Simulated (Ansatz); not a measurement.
**CdS (F-43m): equation of state**

The task here is to estimate one member of a computed series from the others.

The COD entry's cell or inner coordinates are ideal or old and differ from later refinements, so a difference from it is no clean test against experiment.

Method: DFT PBE, scalar-relativistic, plane waves, PAW, in Ansatz 0.2.0.

3 further runs of the same task are left out: 1 that didn't finish, 2 set aside as unsound or not needed. Runs told in other sessions of the task aren't counted.

**The structure to begin with**

It takes space group F-43m (No. 216, cubic). Conventional cell: a = 5.927 Å, b = 5.927 Å, c = 5.927 Å, α = 90.00°, β = 90.00°, γ = 90.00°. Cd (site symmetry -43m) is surrounded by 4 S at 2.57 Å. Around S (site symmetry -43m) lie 4 Cd at 2.57 Å.

Coordinates:

```cif
data_structure
_symmetry_space_group_name_H-M 'F-43m'
_symmetry_Int_Tables_number 216
_cell_length_a 5.9267
_cell_length_b 5.9267
_cell_length_c 5.9267
_cell_angle_alpha 90.000
_cell_angle_beta 90.000
_cell_angle_gamma 90.000
_cell_volume 208.18
loop_
_atom_site_label
_atom_site_type_symbol
_atom_site_symmetry_multiplicity
_atom_site_Wyckoff_symbol
_atom_site_fract_x
_atom_site_fract_y
_atom_site_fract_z
_atom_site_occupancy
Cd1 Cd 4 a 0.00000 0.00000 0.00000 1
S1 S 4 c 0.25000 0.25000 0.25000 1
```

An earlier run at PBE left this cell at 26.023 Å³/atom and 0.00 GPa (10×10×10 mesh).

Volume factors to run: 0.980, 1.020, 0.960, 1.040.

Set-up of the first run:

Input file input.yaml:

```yaml
crystal:
  lattice:
    - [0.0, 2.9434651442, 2.9434651442]
    - [2.9434651442, 0.0, 2.9434651442]
    - [2.9434651442, 2.9434651442, 0.0]
  atoms:
    - { symbol: Cd, position: [0.0, 0.0, 0.0] }
    - { symbol: S, position: [0.75, 0.75, 0.75] }
basis:
  ecutwfc: 420
  ecutrho_ratio: 4
kpoints:
  mp_grid: { grid: [10, 10, 10] }
hamiltonian:
  xc: pbe
scf:
  occupations: { method: gaussian, width: 0.05 }
output:
  forces: true
  stress: true
  eigenvalues: true
```

On the command line:

```console
> ansatz run input.yaml --threads 2 --pin off --max-ram 2662MiB --backend cpu --events-out ev --progress --plain --runs-dir out
```

Among the steps run: Volume × 0.980; At 1.020 of the relaxed volume; Scaling the volume by 0.960; At 1.040 of the relaxed volume.

One table of the session follows, with a row left open; its other results are not shown here.

It belongs to the step «Energy and pressure against volume». 

```
volume (Å³/atom)  energy (meV/atom)  pressure (GPa)  gap (eV)
          24.982               7.48            2.39      1.13
          25.502                  ?               ?         ?
          26.023               0.00            0.00      1.04
          26.543               1.68           -1.01      1.00
          27.063               6.45           -1.92      0.95
```

Q: Estimate the row for volume (Å³/atom) = 25.502 from the others.

Worked estimate for «energy (meV/atom)». A straight line through the neighbours (24.982, 7.48) and (26.023, 0.00) gives 7.48 + (0.00 − 7.48) × (25.502 − 24.982) / (26.023 − 24.982) = 3.74; a parabola fitted to 3 rows on both sides gives 1.94.

As computed: energy (meV/atom): 1.79; pressure (GPa): 1.13; gap (eV): 1.09. In «energy (meV/atom)» the line misses by +1.95 and the parabola by +0.15.
